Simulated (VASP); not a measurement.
# TiTe2 (P4/mmm) in VASP: a series of runs, part 2 of 2

VASP 6.6.1. The steps go on from the part before.

**4. Relaxation of cell and atoms, PBEsol**

The input, INCAR:

```
SYSTEM = TiTe2
PREC = Accurate ; ENCUT = 600
EDIFF = 1E-7 ; ISMEAR = -1
SIGMA = 0.05 ; LREAL = .FALSE.
LASPH = .TRUE. ; NELM = 60
ALGO = Normal ; ISIF = 3
LWAVE = .FALSE. ; LCHARG = .FALSE.
GGA = PS ; IBRION = 2
NSW = 60 ; EDIFFG = -0.01
```

The input, KPOINTS:

```
Automatic mesh
0
G
  9 9 3
  0 0 0
```

The input, POSCAR:

```
TiTe2
1.0
    3.0255700000      0.0000000000      0.0000000000
    0.0000000000      3.0255700000      0.0000000000
    0.0000000000      0.0000000000      9.3016300000
Ti Te
1 2
Direct
    0.0000000000      0.0000000000      0.0000000000
    0.0000000000      0.0000000000      0.2943100000
    0.0000000000      0.0000000000      0.7056900000
```

Potentials or basis: VASP PAW PBE potentials, release 64 (Ti_sv, Te).

Run with:

```bash
$ cat potpaw_PBE.64/Ti_sv/POTCAR potpaw_PBE.64/Te/POTCAR > POTCAR
$ mpirun -np 1 vasp_std > vasp.out
```

OUTCAR:

```text
SYSTEM = TiTe2
   PREC = Accurate
   ENCUT = 600
   EDIFF = 1E-7
   ISMEAR = -1
   LREAL = .FALSE.
   LASPH = .TRUE.
   NELM = 60
   ISIF = 3
   GGA = PS
   IBRION = 2
   NSW = 60
   EDIFFG = -0.01

 ion  position               nearest neighbor table
   1  0.000  0.000  0.000-   2 2.74   3 2.74
   2  0.000  0.000  0.294-   1 2.74
   3  0.000  0.000  0.706-   1 2.74

  LATTYP: Found a simple tetragonal cell.
 ALAT       =     3.0255700000
 C/A-ratio  =     3.0743397112

  Lattice vectors:

 A1 = (   3.0255700000,   0.0000000000,   0.0000000000)
 A2 = (   0.0000000000,   3.0255700000,   0.0000000000)
 A3 = (   0.0000000000,   0.0000000000,   9.3016300000)

Analysis of symmetry for initial positions (statically):
=====================================================================
 Subroutine PRICEL returns:
 Original cell was already a primitive cell.

 Routine SETGRP: Setting up the symmetry group for a
 simple tetragonal supercell.

 Subroutine GETGRP returns: Found 16 space group operations
 (whereof 16 operations were pure point group operations)
 out of a pool of 16 trial point group operations.

The static configuration has the point symmetry D_4h.

[... 170 lines left out ...]
  -------------------------------------------------------------------------------------
  Total        0.2055723      0.2055723     -0.0742665      0.0000000     -0.0000000     -0.0000000
  in kB        3.8681353      3.8681353     -1.3974304      0.0000000     -0.0000000     -0.0000000
  external PRESSURE =       2.1129468 kB  Pullay stress =       0.0000000 kB
[... 246 lines left out ...]
--------------------------------------- Ionic step        8  -------------------------------------------

 number of electron      24.0000004 magnetization

 Free energy of the ion-electron system (eV)
  ---------------------------------------------------
  ext. energy  EPLUGINS =         0.00000000
  ---------------------------------------------------
  free energy    TOTEN  =       -14.68545828 eV

  energy without entropy =      -14.65805490  energy(sigma->0) =      -14.67175659

 E-fermi :   6.3261     XC(G=0):  -9.5813

 val. band max:        6.2896506925   @ k =   0.4444   0.4444   0.0000
 cond. band min:       6.3335764563   @ k =   0.2222   0.1111   0.0000
 fundamental gap:      0.0439257638
 Fermi energy:         6.3261180394

 k-point     1 :       0.0000    0.0000    0.0000
  band No.  band energies     occupation
      1     -50.6415      2.00000
      2     -27.0488      2.00000
      3     -26.8502      2.00000
      4     -26.8502      2.00000
      5      -7.3799      2.00000
      6      -7.1322      2.00000
[... 433 lines left out ...]
      3     -27.0212      2.00000
      4     -26.8578      2.00000
      5      -4.9544      2.00000
      6      -4.8225      2.00000
[... 8 lines left out ...]
     15       8.0154      0.00000
     16       8.9719      0.00000

 [... further k-points ...]

------------------------ aborting loop because EDIFF is reached ----------------------------------------

  FORCE on cell =-STRESS in cart. coord.  units (eV):
  Direction    XX          YY          ZZ          XY          YZ          ZX
  --------------------------------------------------------------------------------------
  -------------------------------------------------------------------------------------
  Total       -0.0148347     -0.0148347     -0.0220696      0.0000000      0.0000000      0.0000000
  in kB       -0.2723176     -0.2723176     -0.4051275      0.0000000      0.0000000      0.0000000
  external PRESSURE =      -0.3165875 kB  Pullay stress =       0.0000000 kB
[... 18 lines left out ...]
  FREE ENERGIE OF THE ION-ELECTRON SYSTEM (eV)
  ---------------------------------------------------
  free  energy   TOTEN  =       -14.6854582840 eV

  energy  without entropy=      -14.6580548984  energy(sigma->0) =      -14.67175659

 reached required accuracy - stopping structural energy minimisation
```

It took 2.2 min on 1 thread of Intel Xeon 6975P-C (Granite Rapids), shared host; peak memory 0.24 GiB.

Results:

| Quantity | Value |
| --- | --- |
| Free energy | -14.6855 eV |
| Relaxed volume | 29.09 Å³/atom |
| Relaxed cell | a = 3.035 Å, b = 3.035 Å, c = 9.477 Å, α = 90.00°, β = 90.00°, γ = 90.00° |
| Space group after relaxing (to 0.05 Å) | P4/mmm (No. 123) |
| Energy gained by relaxing | 1.8 meV/atom |
| Ionic steps | 8 |
| Pressure after relaxing | 0.0 GPa |
| Band gap on the k mesh | none (metal or under the smearing width) |

The path:
| step | energy change (eV) | largest force (eV/Å) | pressure (GPa) | volume (Å³) |
| --- | --- | --- | --- | --- |
| 1 | 0.0000 | 0.1049 | 0.21 | 85.15 |
| 2 | -0.0012 | 0.0628 | 0.00 | 85.61 |
| 3 | -0.0012 | 0.0649 | 0.01 | 85.59 |
| 4 | -0.0021 | 0.0617 | -0.03 | 85.78 |
| 5 | -0.0039 | 0.0548 | -0.14 | 86.34 |
| 6 | -0.0049 | 0.0482 | -0.32 | 87.48 |
| 7 | -0.0054 | 0.0087 | -0.09 | 87.32 |
| 8 | -0.0055 | 0.0020 | -0.03 | 87.28 |

Final structure:
```
Ti Te
1.0
     3.03482    0.00000    0.00000
     0.00000    3.03482    0.00000
     0.00000    0.00000    9.47651
Ti Te
1 2
Cartesian
  0.0000 3.0348 0.0000
  3.0348 3.0348 2.7252
  0.0000 0.0000 6.7513
```

Caveat: the PAW data sets were made with another functional, which shifts forces and pressure a little; this functional lacks dispersion, which binds the layers, so the pressure and a relaxed spacing across them are unreliable.

**5. Relaxation of cell and atoms, PBEsol+D3**

INCAR, as its differences from that of step 4:

```diff
@@ -7,3 +7,4 @@
 LWAVE = .FALSE. ; LCHARG = .FALSE.
-GGA = PS ; IBRION = 2
-NSW = 60 ; EDIFFG = -0.01
+GGA = PS ; IVDW = 11
+IBRION = 2 ; NSW = 60
+EDIFFG = -0.01
```

KPOINTS is that of step 4.

POSCAR is that of step 4.

Run with:

```bash
$ cat potpaw_PBE.64/Ti_sv/POTCAR potpaw_PBE.64/Te/POTCAR > POTCAR
$ mpirun -np 1 vasp_std > vasp.out
```

Wall time 2.1 min (1 thread of Intel Xeon 6975P-C (Granite Rapids), shared host); peak memory 0.25 GiB.

It converged, with:

```
Free energy                            : -15.3440 eV
Relaxed volume                         : 27.89 Å³/atom
Relaxed cell                           : a = 3.014 Å, b = 3.014 Å, c = 9.212 Å, α = 90.00°, β = 90.00°, γ = 90.00°
Space group after relaxing (to 0.05 Å) : P4/mmm (No. 123)
Energy gained by relaxing              : 1.3 meV/atom
Ionic steps                            : 10
Pressure after relaxing                : 0.0 GPa
Band gap on the k mesh                 : none (metal or under the smearing width)
Dispersion energy per atom             : -0.224 eV
```

The path:
| step | energy change (eV) | largest force (eV/Å) | pressure (GPa) | volume (Å³) |
| --- | --- | --- | --- | --- |
| 1 | 0.0000 | 0.0733 | -0.87 | 85.15 |
| 2 | -0.0019 | 0.1068 | 0.59 | 83.25 |
| 3 | -0.0036 | 0.0317 | -0.03 | 84.01 |
| 4 | -0.0036 | 0.0296 | -0.03 | 84.04 |
| 5 | -0.0036 | 0.0217 | -0.02 | 83.97 |
| 6 | -0.0037 | 0.0146 | 0.00 | 83.91 |
| 7 | -0.0037 | 0.0146 | 0.01 | 83.88 |
| 8 | -0.0038 | 0.0141 | 0.03 | 83.79 |
| 9 | -0.0039 | 0.0132 | 0.07 | 83.60 |
| 10 | -0.0040 | 0.0016 | -0.02 | 83.68 |

Final structure:
```xyz
3
Lattice="3.0140 0.0000 0.0000 0.0000 3.0140 0.0000 0.0000 0.0000 9.2117" Properties=species:S:1:pos:R:3 pbc="T T T"
Ti    0.0000    0.0000    0.0000
Te    3.0140    3.0140    2.7217
Te    0.0000    0.0000    6.4900
```

Levels at points of the mesh, in eV from the Fermi level:
```tsv
k point	band 8	band 9	band 10	band 11	band 12	band 13	band 14	band 15	band 16
(0.00, 0.00, 0.00)	-3.60	-2.27	-0.67	1.19	1.19	1.60	2.37	2.46	2.46
```

Caveat: the PAW data sets were made with another functional, which shifts forces and pressure a little. The run has no spin-orbit coupling, so splittings on Te are missing.

**6. Relaxation of cell and atoms, PBEsol+D3(BJ)**

INCAR, as its differences from that of step 5:

```diff
@@ -7,3 +7,3 @@
 LWAVE = .FALSE. ; LCHARG = .FALSE.
-GGA = PS ; IVDW = 11
+GGA = PS ; IVDW = 12
 IBRION = 2 ; NSW = 60
```

KPOINTS is that of step 5.

POSCAR is that of step 5.

Potentials or basis: VASP PAW PBE potentials, release 64 (Ti_sv, Te).

Run with:

```bash
$ cat potpaw_PBE.64/Ti_sv/POTCAR potpaw_PBE.64/Te/POTCAR > POTCAR
$ mpirun -np 1 vasp_std > vasp.out
```

Wall time 2.8 min (1 thread of Intel Xeon 6975P-C (Granite Rapids), shared host); peak memory 0.25 GiB.

The run converged. Its results:

```
Free energy                            : -16.0368 eV
Relaxed volume                         : 26.99 Å³/atom
Relaxed cell                           : a = 2.987 Å, b = 2.987 Å, c = 9.077 Å, α = 90.00°, β = 90.00°, γ = 90.00°
Space group after relaxing (to 0.05 Å) : P4/mmm (No. 123)
Energy gained by relaxing              : 9.7 meV/atom
Ionic steps                            : 9
Pressure after relaxing                : 0.0 GPa
Largest force after relaxing           : 0.005 eV/Å
Band gap on the k mesh                 : none (metal or under the smearing width)
Dispersion energy per atom             : -0.466 eV
```

Forces in eV/Å, atoms in the order of the input:
```
Ti   0.000  0.000  0.000
Te   0.000  0.000  0.005
Te   0.000  0.000 -0.005
```

The path:
| step | energy change (eV) | largest force (eV/Å) | pressure (GPa) | volume (Å³) |
| --- | --- | --- | --- | --- |
| 1 | 0.0000 | 0.1071 | -2.32 | 85.15 |
| 2 | -0.0138 | 0.2988 | 1.58 | 80.18 |
| 3 | -0.0238 | 0.1309 | -0.06 | 82.07 |
| 4 | -0.0250 | 0.0883 | -0.01 | 81.85 |
| 5 | -0.0253 | 0.0561 | 0.03 | 81.68 |
| 6 | -0.0261 | 0.0504 | 0.03 | 81.59 |
| 7 | -0.0280 | 0.0320 | 0.03 | 81.33 |
| 8 | -0.0287 | 0.0124 | 0.05 | 80.80 |
| 9 | -0.0290 | 0.0052 | 0.04 | 80.98 |

Final structure:
```cif
data_structure
_symmetry_space_group_name_H-M 'P 1'
_symmetry_Int_Tables_number 1
_cell_length_a 2.9869
_cell_length_b 2.9869
_cell_length_c 9.0774
_cell_angle_alpha 90.000
_cell_angle_beta 90.000
_cell_angle_gamma 90.000
_cell_volume 80.98
loop_
_atom_site_label
_atom_site_type_symbol
_atom_site_fract_x
_atom_site_fract_y
_atom_site_fract_z
_atom_site_occupancy
Ti1 Ti 0.00000 0.00000 0.00000 1
Te1 Te 0.00000 0.00000 0.29821 1
Te2 Te 0.00000 0.00000 0.70179 1
```

Levels at points of the mesh, in eV from the Fermi level:
| k point | band 8 | band 9 | band 10 | band 11 | band 12 | band 13 | band 14 | band 15 | band 16 |
| --- | --- | --- | --- | --- | --- | --- | --- | --- | --- |
| (0.00, 0.00, 0.00) | -3.63 | -2.33 | -0.70 | 1.24 | 1.24 | 1.60 | 2.46 | 2.52 | 2.52 |

Caveat: the PAW data sets were made with another functional, which shifts forces and pressure a little.

**7. The reference run**

An earlier run on the cell as given: functional PBE; potentials or basis VASP PAW PBE potentials, release 64 (Ti_sv, Te); cutoff 520 eV; k mesh 9 × 9 × 3; occupations fermi-dirac, width 0.05 eV; no spin polarisation.

* Pressure: 2.9 GPa
* Band gap on the k mesh: none (metal or under the smearing width)

**8. Summary**

| task | level | potentials or basis | spin | U | cell | k mesh | cutoff (eV) | smearing | LDAUTYPE | hund's J | optimiser | gap on the mesh (eV) | pressure (GPa) | relaxed volume (Å³/atom) | largest force (eV/Å) |
| --- | --- | --- | --- | --- | --- | --- | --- | --- | --- | --- | --- | --- | --- | --- | --- |
| single point | RPBE+D4 | VASP PAW PBE potentials, release 64 (Ti_sv, Te) | SOC, no magnetisation | - | as given | 7 × 7 × 3 | 520 | tetrahedron | - | - | - | - | -0.2 | - | 0.14 |
| relaxation of cell and atoms | PBE+TS-HI+U | VASP PAW PBE potentials, release 54 (Ti, Te) | off | Ti d U = 5.3 eV, J = 0.5 eV | relaxed | 9 × 9 × 3 | 580 | gaussian 0.1 eV | 1 | 0.5 | LBFGS | none | 0.0 | 31.51 | 0.01 |
| relaxation of cell and atoms | PBEsol | VASP PAW PBE potentials, release 64 (Ti_sv, Te) | off | - | relaxed | 9 × 9 × 3 | 600 | fermi-dirac 0.05 eV | - | - | - | none | 0.0 | 29.09 | - |
| relaxation of cell and atoms | PBEsol+D3 | VASP PAW PBE potentials, release 64 (Ti_sv, Te) | off | - | relaxed | 9 × 9 × 3 | 600 | fermi-dirac 0.05 eV | - | - | - | none | 0.0 | 27.89 | - |
| relaxation of cell and atoms | PBEsol+D3(BJ) | VASP PAW PBE potentials, release 64 (Ti_sv, Te) | off | - | relaxed | 9 × 9 × 3 | 600 | fermi-dirac 0.05 eV | - | - | - | none | 0.0 | 26.99 | 0.01 |
| single point | PBE | VASP PAW PBE potentials, release 64 (Ti_sv, Te) | off | - | as given | 9 × 9 × 3 | 520 | fermi-dirac 0.05 eV | - | - | - | none | 2.9 | - | - |

Caveats: the PAW data sets were made with another functional, which shifts forces and pressure a little (some runs); this functional lacks dispersion, which binds the layers, so the pressure and a relaxed spacing across them are unreliable (some runs); U without spin polarisation on a metal has little footing (some runs); the U is typed as a test and isn't derived for this compound (some runs).

Absolute energies hang on the potentials; compare differences alone.
